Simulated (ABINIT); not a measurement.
HgTe (Coloradoite):

```
Hg Te
1.0
     0.00000    3.21450    3.21450
     3.21450    0.00000    3.21450
     3.21450    3.21450    0.00000
Hg Te
1 1
Direct
  0.00000 0.00000 0.00000
  0.75000 0.75000 0.75000
```

Base run:

```yaml
Program: ABINIT 10.8.3 (patched build)
Functional: PBE
Potentials_or_basis: PseudoDojo NC SR PBE v0.4.1 standard
Cutoff: 1088 eV
k_mesh: 5 × 5 × 5
Occupations: fermi-dirac, width 0.05 eV
Spin: no spin polarisation
```

Its results: pressure 4.8 GPa.

**Question.** The run is repeated on the same cell with these changes: cutoff from 1088 eV to 925 eV; k mesh from 5 × 5 × 5 to 6 × 6 × 6, with 4 shifts. What comes out?

**Answer.** Pressure 4.3 GPa.

Caveats: the cutoff is short for stress, so the pressure is rough (some runs).
